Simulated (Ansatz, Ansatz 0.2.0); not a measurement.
# Lattice constant of the cubic Laves phase ScAl2 from PBEsol, with r2SCAN for comparison

## What was measured

The reference is the cubic cell edge of ScAl2, $a = 7.58$ Å, taken from a printed reference work on crystal structures of metal nitrides and aluminides (original work of 1964). It is a compiled value; method, temperature and sample are not given with it. My own presumption is X-ray diffraction on bulk material at room temperature, which is the usual origin of such a number. The compound is a stable, ordered and nearly stoichiometric Laves phase, so I see no particular reason to fear a wrong phase or a strongly composition-dependent cell. I will not let differences of the order of 0.01 Å decide anything.

| compared with | measured | source's wording or label | method |
| --- | --- | --- | --- |
| a (Å) | 7.58 | cubic cell edge | compiled value, method not stated |

Conditions are those given with the value in the passage it was taken from; "not stated" means there, and the paper may say more elsewhere. The values are a selection: others may have been left out beforehand as unlike or outlying.

## Approach

The aim is the edge $a$ of the conventional cell, from a static relaxation of the six-atom primitive cell in $Fd\bar{3}m$. The starting cell, 7.555 Å, is itself a theoretical result and carries no weight as evidence.

I count $a$ within 1 % of the measured edge as success. A good semilocal functional should manage that for a non-magnetic intermetallic, while a functional with a marked bias in bond length could fail it. The static cell lacks thermal and zero-point expansion, together roughly 0.3 to 0.5 % in length for an aluminium-rich metal, so a sound result should lie somewhat below experiment.

I go straight to PBEsol, which was built for equilibrium volumes of dense solids. LDA costs about the same and usually shortens lattice constants by a per cent or more. A coarse k mesh or a reduced cutoff would save time on a cell that is small anyway, at the price of a poorly sampled Fermi surface or a spurious basis-set stress. After the main run I will tighten the settings, check the potentials, and set one neighbouring functional beside the result.

Plain PBE isn't shown in this study.

System: ScAl2 (scandium aluminide), cubic Laves, Cu2Mg type; Fd-3m (No. 227), 6 atoms in the primitive cell; the database structure is a structure relaxed by earlier theory, not a measurement: a = 7.555 Å; structure from the Materials Project.

On the selection of runs and values: Further runs on this system are not shown.

## 1. PBEsol at working settings

The main run comes first: PBEsol with the PAW set at its default cutoff and an 8×8×8 mesh. I expect an edge a few tenths of a per cent below the measured one.

**Run 1.** Ansatz 0.2.0: PBEsol, cell and atoms relaxed from the database structure, PAW set soft_2, cutoff 420 eV (default), 8x8x8 k mesh, Gaussian smearing 0.1 eV.

Key lines of the input:
```
crystal:
  # lattice and atoms
kpoints:
  mp_grid: { grid: [8, 8, 8] }
hamiltonian:
  xc: pbesol
scf:
  occupations: { method: gaussian, width: 0.1 }
output:
  forces: true
  stress: true
relax:
  adjacent_minimum: "off"
  f_tol: 0.005
  max_steps: 60
  cell: { stress_tol: 0.03 }
```

Command:
```
ansatz run input.yaml --threads 4 --pin off --max-ram 16384MiB --backend cpu --events-out ev --progress --plain --runs-dir out
```

Selected lines of the output:
```
relax step   1: F+E_penalty+E_count = -6323.87360549 eV  [...]  max|allowed force component| = 1.426e-17 eV/Å  [...]  P = -1.032 GPa  Ω = 107.819 Å³  (6 SCF iters, dr2 threshold 1.00e-7 eV [...]
relax step   4: F+E_penalty+E_count = -6323.87758801 eV  [...]  max|allowed force component| = 2.197e-17 eV/Å  [...]  P = -0.010 GPa  Ω = 106.604 Å³  [...]
--- Relaxed structure (3 steps of the walk, 3 accepted, 1 SCFs on fresh bases) ---
  cell:  # Å, volume = 106.6036 Å³
```

Converged; 4.3 s on 4 cores of Arm Neoverse V2, shared host.

| quantity | run 1 | measured | deviation |
| --- | --- | --- | --- |
| a (Å) | 7.527 | 7.58 | −0.053 (−0.7 %) |
| conventional cell volume (Å³) | 426.41 |  |  |

PBEsol gives $a = 7.527$ Å, 0.7 % below the measured edge and inside the target. The sign is what I expected; the size is at the upper end of a few tenths of a per cent. A further contraction of about 0.02 Å would take the result out of the target, so the numerical settings have to be secure to better than that. The forces vanish because symmetry fixes every atomic position in this structure, which leaves the cell edge as the only degree of freedom. The small pressure after the basis was rebuilt shows that the relaxation is consistent with its own cutoff, but does not test that cutoff.

## 2. Denser mesh and higher cutoff

I tighten the two settings separately, each from the same starting cell: a 10×10×10 mesh at the default cutoff, and a 590 eV cutoff on the 8×8×8 mesh. For a metal with scandium $d$ states near the Fermi level I trust the mesh less than the cutoff, but I expect both shifts to stay at a few thousandths of an ångström.

**Run 2.** Ansatz 0.2.0: PBEsol, cell and atoms relaxed from the database structure, PAW set soft_2, cutoff 420 eV (default), 10x10x10 k mesh, Gaussian smearing 0.1 eV.

Key lines of the input, as changed from run 1:
```diff
  kpoints:
-   mp_grid: { grid: [8, 8, 8] }
+   mp_grid: { grid: [10, 10, 10] }
```

Selected lines of the output:
```
relax step   4: F+E_penalty+E_count = -6323.88548624 eV  [...]  max|allowed force component| = 2.043e-17 eV/Å  [...]  P = -0.010 GPa  Ω = 106.627 Å³  [...]
    - [0.0, 3.7636826858845995, 3.7636826858845995]
```

Converged; 7.8 s on 4 cores of Arm Neoverse V1, shared host.

**Run 3.** Ansatz 0.2.0: PBEsol, cell and atoms relaxed from the database structure, PAW set soft_2, cutoff 590 eV, 8x8x8 k mesh, Gaussian smearing 0.1 eV.

Key lines of the input, as changed from run 1:
```diff
+ basis:
+   ecutwfc: 590.0
```

Selected lines of the output:
```
relax step   4: F+E_penalty+E_count = -6323.88032103 eV  [...]  max|allowed force component| = 2.930e-17 eV/Å  [...]  P = -0.006 GPa  Ω = 106.596 Å³  [...]
    - [0.0, 3.7633175050845176, 3.7633175050845176]
```

Converged; 8.1 s on the same hardware.

| quantity | run 2 | run 3 | measured |
| --- | --- | --- | --- |
| a (Å) | 7.527 | 7.527 | 7.58 |
| conventional cell volume (Å³) | 426.51 | 426.39 |  |

All three PBEsol runs give 7.527 Å. The differences in edge are below the printed precision and no larger than the stress threshold of the relaxations allows, so I assign them to neither mesh nor cutoff. My distrust of the 8×8×8 mesh was unnecessary for this quantity: the denser mesh lowers the total energy by about 8 meV per primitive cell but leaves the edge where it was. At this level the 0.7 % shortfall does not come from either setting.

## 3. The same functional with other potentials

What mesh and cutoff cannot reveal is an error of the PAW set itself. I repeat PBEsol with the norm-conserving PseudoDojo potentials at their much higher default cutoff, keeping the 8×8×8 mesh. I expect agreement within about 0.01 Å; a larger gap would mean that part of the deviation belongs to the potentials and not to the functional.

**Run 4.** Ansatz 0.2.0: PBEsol, PseudoDojo norm-conserving pseudopotentials, cell and atoms relaxed from the database structure, cutoff 1061 eV (default), 8x8x8 k mesh, Gaussian smearing 0.1 eV.

Key lines of the input, as changed from run 1:
```diff
  hamiltonian:
+   pseudopotentials: { kind: nc, accuracy: standard }
```

Selected lines of the output:
```
Basis set: ecut = 1061.244064 eV, 8363 PW (Γ) [...]
  cell:  # Å, volume = 106.4991 Å³
```

Converged; 17 s on the same hardware.

| quantity | run 4 | measured | deviation |
| --- | --- | --- | --- |
| a (Å) | 7.524 | 7.58 | −0.056 (−0.7 %) |
| conventional cell volume (Å³) | 426.00 |  |  |

The norm-conserving potentials give 7.524 Å, 0.003 Å below the PAW result and well within the 0.01 Å I had allowed. Two independent constructions of the ionic cores thus leave the same shortfall of 0.7 %, and the potentials explain no appreciable part of it. What remains is the functional, the missing thermal and zero-point expansion, and the reference value itself.

## 4. r2SCAN as the neighbouring level

For scale I set one functional of a different construction beside PBEsol. I choose the meta-GGA r2SCAN over LDA, whose usual overbinding would only confirm a known bias. I keep the PAW set and the 8×8×8 mesh, with the cutoff at the 500 eV default for this functional. I expect a slightly longer edge than from PBEsol, still below the measured one.

**Run 5.** Ansatz 0.2.0: r2SCAN, cell and atoms relaxed from the database structure, PAW set soft_2, cutoff 500 eV (default), 8x8x8 k mesh, Gaussian smearing 0.1 eV.

Key lines of the input, as changed from run 1:
```diff
  hamiltonian:
-   xc: pbesol
+   xc: r2scan
```

Selected lines of the output:
```
Basis set: ecut = 500 eV, 2733 PW (Γ) [...]
k-points: 29 of 512
relax step   1: F+E_penalty+E_count = -6446.05037586 eV  [...]  max|allowed force component| = 1.079e-17 eV/Å  [...]  P = +0.026 GPa  Ω = 107.819 Å³  (6 SCF iters, dr2 threshold 1.00e-7 eV [...]
relax step   2: F+E_penalty+E_count = -6446.05037589 eV  [...]  max|allowed force component| = 8.866e-18 eV/Å  [...]  P = +0.026 GPa  Ω = 107.819 Å³  [...]
--- Relaxed structure (1 steps of the walk, 1 accepted, 1 SCFs on fresh bases) ---
  cell:  # Å, volume = 107.8192 Å³
    - [0.0, 3.7776526849, 3.7776526849]
    - [3.7776526849, 0.0, 3.7776526849]
    - [3.7776526849, 3.7776526849, 0.0]
```

Converged; 4.8 s on 4 cores of Arm Neoverse V2, shared host.

| quantity | run 5 | measured | deviation |
| --- | --- | --- | --- |
| a (Å) | 7.555 | 7.58 | −0.025 (−0.3 %) |
| conventional cell volume (Å³) | 431.28 |  |  |

r2SCAN gives 7.555 Å, 0.3 % below the measured edge and 0.028 Å longer than PBEsol with the same PAW set, in the direction I expected. This number needs care, because it is the starting edge unchanged: the pressure there was already below the stopping threshold, so the cell never moved. The database cell may well come from the same or a closely related functional, which I can only conjecture, and the match with it is therefore no independent confirmation.

The pressure itself still says something. In the first PBEsol run about 1 GPa of tension at this same cell corresponded to a contraction of 0.028 Å; with a similar stiffness, the 0.026 GPa left here would shift the edge by less than 0.001 Å, towards a longer cell. I therefore take 7.555 Å as a fair r2SCAN value at these settings, but the checks of mesh, cutoff and potentials above are for PBEsol and need not carry over to it in full.

## All runs against the measurement

| run | settings | a (Å) | deviation | cost |
| --- | --- | --- | --- | --- |
| 1 | PBEsol, PAW set soft_2, cutoff 420 eV (default), 8x8x8 k mesh | 7.527 | −0.053 (−0.7 %) | under 1 core-min |
| 2 | PBEsol, PAW set soft_2, cutoff 420 eV (default), 10x10x10 k mesh | 7.527 | −0.053 (−0.7 %) | under 1 core-min |
| 3 | PBEsol, PAW set soft_2, cutoff 590 eV, 8x8x8 k mesh | 7.527 | −0.053 (−0.7 %) | under 1 core-min |
| 4 | PBEsol, PseudoDojo norm-conserving pseudopotentials, cutoff 1061 eV (default), 8x8x8 k mesh | 7.524 | −0.056 (−0.7 %) | 66 core-s |
| 5 | r2SCAN, PAW set soft_2, cutoff 500 eV (default), 8x8x8 k mesh | 7.555 | −0.025 (−0.3 %) | under 1 core-min |
|  | measured | 7.58 |  |  |

Further runs on the same system, made beside this series (convergence steps with loose settings among them):

| further | settings | a (Å) | deviation | cost |
| --- | --- | --- | --- | --- |
| F1 | r2SCAN+rVV10, PAW set soft_2, cutoff 500 eV (default), 8x8x8 k mesh | 7.544 | −0.036 (−0.5 %) | under 1 core-min |
| F2 | PBEsol+D3(BJ), PAW set soft_2, cutoff 420 eV (default), 8x8x8 k mesh | 7.435 | −0.145 (−1.9 %) | under 1 core-min |
| F3 | BLYP, PAW set soft_2, cutoff 420 eV (default), 8x8x8 k mesh | 7.648 | +0.068 (+0.9 %) | under 1 core-min |
| F4 | BLYP+D3(BJ), PAW set soft_2, cutoff 420 eV (default), 8x8x8 k mesh | 7.407 | −0.173 (−2.3 %) | under 1 core-min |
| F5 | LDA, PAW set soft_2, cutoff 420 eV (default), 8x8x8 k mesh | 7.452 | −0.128 (−1.7 %) | under 1 core-min |
| F6 | r2SCAN, PAW set soft_2, cutoff 500 eV (default), 4x4x4 k mesh | 7.559 | −0.021 (−0.3 %) | under 1 core-min |
| F7 | PBEsol, PAW set soft_2, cutoff 420 eV (default), 4x4x4 k mesh | 7.530 | −0.050 (−0.7 %) | under 1 core-min |
|  | measured | 7.58 |  |  |

## Conclusion

PBEsol meets the target: $a = 7.527$ Å is 0.7 % below the measured 7.58 Å, against the 1 % allowed, for less than one core-minute. A denser mesh and a higher cutoff left the edge unchanged, and norm-conserving potentials moved it by only 0.003 Å. The potential check told me most, since it tested what the other two could not. Even the 4×4×4 mesh gives 7.530 Å, so I had overrated the danger of coarse sampling for this quantity.

The missing thermal and zero-point expansion, which I put at roughly 0.3 to 0.5 %, would account for about half of the shortfall or somewhat more, if the reference is a room-temperature value. The remaining few tenths of a per cent I ascribe tentatively to slight overbinding by PBEsol. r2SCAN, at 7.555 Å, leaves a gap of about the size of the expected expansion. That favours it, but with so rough a correction I do not rank the two on this.

LDA misses at −1.7 %, which bears out skipping it. BLYP is nominally inside at +0.9 %, but only because the static cell lacks expansion; allowing for that puts it outside. Adding D3(BJ) shortens the PBEsol edge by 0.092 Å and turns the pass into a clear miss. A likely reason is that pairwise dispersion terms neglect metallic screening and add attraction to a functional that already binds firmly.

The split between expansion and functional error is only as good as my rough estimate of the expansion.

[Logs are printed without paths, hosts, clocks, repeated set-up lines and the standing remarks that a program may print on its own settings, such as how far it seeks lower states.]

[The runs shown are a pick from a larger set of finished runs; failed, doubtful and other runs were left out of it ahead of writing. So were measured values far from every level or from commonly accepted values, and agreement can look better than it is. Lines of input and output are excerpts and may be shortened.]
